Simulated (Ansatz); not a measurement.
All numbers below come from DFT PBE, scalar-relativistic, plane waves, PAW (Ansatz). Settings: cutoff 420 eV, Γ-centred meshes spaced at most about 0.3 Å⁻¹, and about 0.25 Å⁻¹ or finer for metals (2π included), Gaussian smearing. No spin polarisation.

These are static total energies at zero pressure. Both are relaxed sheets, periodic along a and b.

Two relaxed structures of Li:

A.

```
Li
1.0
     4.75893    0.00000    0.00000
    -2.37947    4.12136    0.00000
     0.00000    0.00000   23.80000
Li
2
Direct
  0.33333 0.66667 0.29412
  0.66667 0.33333 0.29412
```

B.

```
Li
1.0
     3.09225    0.00000    0.00000
    -1.54612    2.67796    0.00000
     0.00000    0.00000   23.80000
Li
1
Direct
  0.00000 0.00000 0.29412
```

Task: Which form is favoured at zero pressure, and by what margin per atom?

Result: B is lower, by 0.33 eV/atom. A has layer group p6/mmm (No. 80), 9.8 Å²/atom and no gap on its mesh; B has layer group p6/mmm (No. 80), 8.3 Å²/atom and no gap. Counting all near atoms (those within 1.25 times the shortest distance at each site), A has Li 3 and B has Li 6. Both come from invented guesses. The lowest form computed isn't among them: it has layer group p-3m1 (No. 72), 4.2 Å²/atom and lies 251 meV/atom below the best shown.

Cells relaxed within their symmetry can be saddle points. Some structure types and database cells were kept out of the candidates from the start, so a known form may be missing.
